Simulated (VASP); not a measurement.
# Pb in VASP: a series of runs, part 2 of 2

VASP 6.6.1. The steps go on from the part before.

### Step 3. Single point, PBE

This run uses another cell than the first one, of 228.36 Å³/atom, 1.019 times its volume.

Input file INCAR:

```
SYSTEM = Pb
ALGO = Fast ; DIPOL = 0.5 0.5 0.294
EDIFF = 1E-6 ; ENCUT = 520
GGA = PE ; IDIPOL = 3
ISIF = 2 ; ISMEAR = 0
LASPH = .True. ; LCHARG = .True.
LDIPOL = .True. ; LELF = .True.
LREAL = .False. ; LVACPOTAV = .True.
LVHAR = .True. ; LWAVE = .False.
NBANDS = 13 ; NELM = 100
PREC = Accurate ; SIGMA = 0.1
```

Input file KPOINTS:

```
k-points
0
Gamma
  18 18 1
  0 0 0
```

Input file POSCAR:

```
Pb
1.0
    3.3285303729     -0.0000002315      0.0000000000
   -1.6642649860      2.8825919760      0.0000000000
    0.0000000000      0.0000000000     23.8000000000
Pb
1
Direct
    0.0000000000      0.0000000000      0.2941176471
```

Potentials or basis: VASP PAW PBE potentials, release 64 (Pb_d).

Launch:

```
$ cat potpaw_PBE.64/Pb_d/POTCAR > POTCAR
$ mpirun -np 1 vasp_std > vasp.out
```

OUTCAR:

```text
SYSTEM = Pb
   EDIFF = 1E-6
   ENCUT = 520
   GGA = PE
   ISIF = 2
   ISMEAR = 0
   LASPH = .True.
   LREAL = .False.
   NELM = 100
   PREC = Accurate

 ion  position               nearest neighbor table
   1  0.000  0.000  0.294-

  LATTYP: Found a hexagonal cell.
 ALAT       =     3.3285303729
 C/A-ratio  =     7.1503027864

  Lattice vectors:

 A1 = (   3.3285303729,  -0.0000002315,   0.0000000000)
 A2 = (  -1.6642649860,   2.8825919760,   0.0000000000)
 A3 = (   0.0000000000,   0.0000000000,  23.8000000000)

Analysis of symmetry for initial positions (statically):
=====================================================================
 Subroutine PRICEL returns:
 Original cell was already a primitive cell.

 Routine SETGRP: Setting up the symmetry group for a
 hexagonal supercell.

 Subroutine GETGRP returns: Found 24 space group operations
 (whereof 12 operations were pure point group operations)
 out of a pool of 24 trial point group operations.

The static configuration has the point symmetry C_6v.
 The point group associated with its full space group is D_6h.

Analysis of symmetry for dynamics (positions and initial velocities):
=====================================================================
 Subroutine PRICEL returns:
 Original cell was already a primitive cell.

 Routine SETGRP: Setting up the symmetry group for a
 hexagonal supercell.

 Subroutine GETGRP returns: Found 24 space group operations
 (whereof 12 operations were pure point group operations)
 out of a pool of 24 trial point group operations.

The dynamic configuration has the point symmetry C_6v.
 The point group associated with its full space group is D_6h.

 Subroutine INISYM returns: Found 24 space group operations
 (whereof 12 operations are pure point group operations),
 and found     1 'primitive' translations

----------------------------------------------------------------------------------------

                                     Primitive cell

  volume of cell :     228.3561
[... 116 lines left out ...]
   LEPSILON=     F    determine dielectric tensor
   LRPA    =     F    only Hartree local field effects (RPA)
 non-spin polarized calculation
 RMM-DIIS sequential band-by-band and
 Gauss-broadening in eV      SIGMA  =   0.10
  energy-cutoff  :      520.00
  volume of cell :      228.36
 maximum number of plane-waves:      6180
 NGX is ok and might be reduce to    28
   NGX = 13   NGY = 13   NGZ = 89

 dipolmoment           0.000000      0.000000     -0.000000 electrons x Angstroem

 number of electron      14.0000002 magnetization

 dipolmoment           0.000000      0.000000      0.000003 electrons x Angstroem

 Free energy of the ion-electron system (eV)
  ---------------------------------------------------
  ext. energy  EPLUGINS =         0.00000000
  ---------------------------------------------------
  free energy    TOTEN  =        -3.08880493 eV

  energy without entropy =       -3.08736880  energy(sigma->0) =       -3.08808686

 E-fermi :  -2.5323     XC(G=0):  -1.9952

 val. band max:       -2.5993738177   @ k =   0.2778   0.0556   0.0000
 cond. band min:      -2.3441811926   @ k =   0.2778   0.2778   0.0000
 fundamental gap:      0.2551926251
 Fermi energy:        -2.5323231464

 k-point     1 :       0.0000    0.0000    0.0000
  band No.  band energies     occupation
      1     -19.7759      2.00000
      2     -19.6594      2.00000
      3     -19.6594      2.00000
      4     -19.4687      2.00000
      5     -19.4687      2.00000
      6     -13.1277      2.00000
      7      -4.4163      2.00000
      8       0.3540      0.00000
      9       1.2875      0.00000
     10       1.6013      0.00000
     11       2.3252      0.00000
     12       2.5041      0.00000
     13       3.9409      0.00000
[... 354 lines left out ...]
  band No.  band energies     occupation
      1     -19.7790      2.00000
      2     -19.6536      2.00000
      3     -19.5271      2.00000
      4     -19.4687      2.00000
      5     -19.3261      2.00000
      6      -9.7531      2.00000
      7      -5.0835      2.00000
      8      -1.0255      0.00000
      9       0.4762      0.00000
     10       3.0185      0.00000
     11       4.0236      0.00000
     12       5.1384      0.00000
     13       5.3368      0.00000

 [... further k-points ...]
[... 5 lines left out ...]
  --------------------------------------------------------------------------------------
  -------------------------------------------------------------------------------------
  Total       -0.3102849     -0.3102849     -0.0154719      0.0000000      0.0000000     -0.0000000
  in kB       -2.1770011     -2.1770011     -0.1085527      0.0000000      0.0000000     -0.0000000
  external PRESSURE =      -1.4875183 kB  Pullay stress =       0.0000000 kB

 VOLUME and BASIS-vectors are now :
 -----------------------------------------------------------------------------
  energy-cutoff  :      520.00
  volume of cell :      228.36
      direct lattice vectors                 reciprocal lattice vectors
     3.328530373 -0.000000232  0.000000000     0.300432902  0.173454989  0.000000000
    -1.664264986  2.882591976  0.000000000     0.000000024  0.346910020  0.000000000
     0.000000000  0.000000000 23.800000000     0.000000000  0.000000000  0.042016807

 POSITION                                       TOTAL-FORCE (eV/Angst)
 -----------------------------------------------------------------------------------
      0.00000      0.00000      7.00000         0.000000     -0.000000      0.000000
 -----------------------------------------------------------------------------------
    total drift:                               -0.000000     -0.000000      0.000082

  FREE ENERGIE OF THE ION-ELECTRON SYSTEM (eV)
  ---------------------------------------------------
  free  energy   TOTEN  =        -3.0888049308 eV

  energy  without entropy=       -3.0873687992  energy(sigma->0) =       -3.08808686

 vacuum level on the upper side and lower side of the slab         1.533         1.533
```

stdout:

```text
POSCAR found type information on POSCAR Pb
 POSCAR found :  1 types and       1 ions
 scaLAPACK will be used
 LDA part: xc-table for (Slater+PW92), standard interpolation
 POSCAR, INCAR and KPOINTS ok, starting setup
 FFT: planning ... GRIDC
 FFT: planning ... GRID_SOFT
 FFT: planning ... GRID
 WAVECAR not read
 entering main loop
 -----------------------------------------------------------------------------
|                                                                             |
|           W    W    AA    RRRRR   N    N  II  N    N   GGGG   !!!           |
|           W    W   A  A   R    R  NN   N  II  NN   N  G    G  !!!           |
|           W    W  A    A  R    R  N N  N  II  N N  N  G       !!!           |
|           W WW W  AAAAAA  RRRRR   N  N N  II  N  N N  G  GGG   !            |
|           WW  WW  A    A  R   R   N   NN  II  N   NN  G    G                |
|           W    W  A    A  R    R  N    N  II  N    N   GGGG   !!!           |
|                                                                             |
|     Did not find any points to average over, which means that no vacuum     |
|     field-free region was found. Please increase the size of  your cell     |
|     in the dimension of the dipole correction to obtain accurate            |
|     workfunction values.                                                    |
|                                                                             |
 -----------------------------------------------------------------------------
```

Wall time 2 min (1 thread of Intel Xeon Platinum 8488C (Sapphire Rapids), shared host); peak memory 0.39 GiB.

Results:

```yaml
Free_energy: -3.0888 eV
Band_gap_on_the_k_mesh: none (metal or under the smearing width)
Work_function_of_the_upper_face: 4.07 eV
Work_function_of_the_lower_face: 4.07 eV
```

Spin-orbit coupling is left out, which matters for the levels of Pb.

### Step 4. Single point, PBE

Input file INCAR:

```
SYSTEM = Pb
ALGO = Fast
DIPOL = 0.5 0.5 0.294
EDIFF = 1E-7
ENCUT = 520
GGA = PE
IDIPOL = 3
ISIF = 2
ISMEAR = 0
LASPH = .TRUE.
LCHARG = .FALSE.
LDIPOL = .TRUE.
LREAL = .FALSE.
LWAVE = .FALSE.
NBANDS = 13
NELM = 100
PREC = Accurate
SIGMA = 0.1
```

Input file KPOINTS:

```
k-points
0
G
  18 18 1
  0 0 0
```

Input file POSCAR:

```
Pb
1.0
    3.2981079497     -0.0000002294      0.0000000000
   -1.6490537762      2.8562453835      0.0000000000
    0.0000000000      0.0000000000     23.8000000000
Pb
1
Direct
    0.0000000000      0.0000000000      0.2941176471
```

Potentials or basis: VASP PAW PBE potentials, release 64 (Pb_d).

Launch:

```
$ cat potpaw_PBE.64/Pb_d/POTCAR > POTCAR
$ mpirun -np 1 vasp_std > vasp.out
```

OUTCAR:

```text
SYSTEM = Pb
   EDIFF = 1E-7
   ENCUT = 520
   GGA = PE
   ISIF = 2
   ISMEAR = 0
   LASPH = .TRUE.
   LREAL = .FALSE.
   NELM = 100
   PREC = Accurate

 ion  position               nearest neighbor table
   1  0.000  0.000  0.294-

  LATTYP: Found a hexagonal cell.
 ALAT       =     3.2981079497
 C/A-ratio  =     7.2162586437

  Lattice vectors:

 A1 = (   3.2981079497,  -0.0000002294,   0.0000000000)
 A2 = (  -1.6490537762,   2.8562453835,   0.0000000000)
 A3 = (   0.0000000000,   0.0000000000,  23.8000000000)

Analysis of symmetry for initial positions (statically):
=====================================================================
 Subroutine PRICEL returns:
 Original cell was already a primitive cell.

 Routine SETGRP: Setting up the symmetry group for a
 hexagonal supercell.

 Subroutine GETGRP returns: Found 24 space group operations
 (whereof 12 operations were pure point group operations)
 out of a pool of 24 trial point group operations.

The static configuration has the point symmetry C_6v.
 The point group associated with its full space group is D_6h.

Analysis of symmetry for dynamics (positions and initial velocities):
=====================================================================
 Subroutine PRICEL returns:
 Original cell was already a primitive cell.

 Routine SETGRP: Setting up the symmetry group for a
 hexagonal supercell.

 Subroutine GETGRP returns: Found 24 space group operations
 (whereof 12 operations were pure point group operations)
 out of a pool of 24 trial point group operations.

The dynamic configuration has the point symmetry C_6v.
 The point group associated with its full space group is D_6h.

 Subroutine INISYM returns: Found 24 space group operations
 (whereof 12 operations are pure point group operations),
 and found     1 'primitive' translations

----------------------------------------------------------------------------------------

                                     Primitive cell

  volume of cell :     224.2009
[... 126 lines left out ...]

 dipolmoment           0.000000      0.000000     -0.000000 electrons x Angstroem

 number of electron      13.9999999 magnetization

 dipolmoment           0.000000      0.000000      0.000000 electrons x Angstroem

 Free energy of the ion-electron system (eV)
  ---------------------------------------------------
  ext. energy  EPLUGINS =         0.00000000
  ---------------------------------------------------
  free energy    TOTEN  =        -3.09152151 eV

  energy without entropy =       -3.09016983  energy(sigma->0) =       -3.09084567

 E-fermi :  -2.5142     XC(G=0):  -2.0001

 val. band max:       -2.5822777734   @ k =   0.2778   0.0556   0.0000
 cond. band min:      -2.3154052485   @ k =   0.3333  -0.0000   0.0000
 fundamental gap:      0.2668725249
 Fermi energy:        -2.5141705640

 k-point     1 :       0.0000    0.0000    0.0000
  band No.  band energies     occupation
      1     -19.7440      2.00000
      2     -19.6190      2.00000
      3     -19.6190      2.00000
      4     -19.4098      2.00000
      5     -19.4098      2.00000
      6     -13.1959      2.00000
      7      -4.4492      2.00000
      8       0.3693      0.00000
      9       1.3048      0.00000
     10       1.6451      0.00000
     11       2.3716      0.00000
     12       2.5171      0.00000
     13       3.9687      0.00000
[... 354 lines left out ...]
  band No.  band energies     occupation
      1     -19.7498      2.00000
      2     -19.6115      2.00000
      3     -19.4733      2.00000
      4     -19.4110      2.00000
      5     -19.2595      2.00000
      6      -9.6814      2.00000
      7      -5.0897      2.00000
      8      -0.9582      0.00000
      9       0.6144      0.00000
     10       3.1027      0.00000
     11       4.1024      0.00000
     12       5.2269      0.00000
     13       5.4489      0.00000

 [... further k-points ...]

------------------------ aborting loop because EDIFF is reached ----------------------------------------

 vacuum level on the upper side and lower side of the slab       (xc-potential included)        -0.012        -0.012

  FORCE on cell =-STRESS in cart. coord.  units (eV):
  Direction    XX          YY          ZZ          XY          YZ          ZX
  --------------------------------------------------------------------------------------
  -------------------------------------------------------------------------------------
  Total       -0.0097865     -0.0097865     -0.0146887      0.0000000     -0.0000000      0.0000000
  in kB       -0.0699361     -0.0699361     -0.1049679      0.0000000     -0.0000000      0.0000000
  external PRESSURE =      -0.0816134 kB  Pullay stress =       0.0000000 kB

 VOLUME and BASIS-vectors are now :
 -----------------------------------------------------------------------------
  energy-cutoff  :      520.00
  volume of cell :      224.20
      direct lattice vectors                 reciprocal lattice vectors
     3.298107950 -0.000000229  0.000000000     0.303204157  0.175054973  0.000000000
    -1.649053776  2.856245384  0.000000000     0.000000024  0.350109989  0.000000000
     0.000000000  0.000000000 23.800000000     0.000000000  0.000000000  0.042016807

 POSITION                                       TOTAL-FORCE (eV/Angst)
 -----------------------------------------------------------------------------------
      0.00000      0.00000      7.00000         0.000000      0.000000      0.000000
 -----------------------------------------------------------------------------------
    total drift:                               -0.000000     -0.000000      0.000060

  FREE ENERGIE OF THE ION-ELECTRON SYSTEM (eV)
  ---------------------------------------------------
  free  energy   TOTEN  =        -3.0915215126 eV

  energy  without entropy=       -3.0901698272  energy(sigma->0) =       -3.09084567

 vacuum level on the upper side and lower side of the slab         1.544         1.544
```

stdout:

```text
POSCAR found type information on POSCAR Pb
 POSCAR found :  1 types and       1 ions
 scaLAPACK will be used
 LDA part: xc-table for (Slater+PW92), standard interpolation
 POSCAR, INCAR and KPOINTS ok, starting setup
 FFT: planning ... GRIDC
 FFT: planning ... GRID_SOFT
 FFT: planning ... GRID
 WAVECAR not read
 entering main loop
```

It took 2.3 min on 1 thread of Intel Xeon Platinum 8488C (Sapphire Rapids), shared host; peak memory 0.41 GiB.

What came out:

```
Free energy            : -3.0915 eV
Band gap on the k mesh : none (metal or under the smearing width)
```
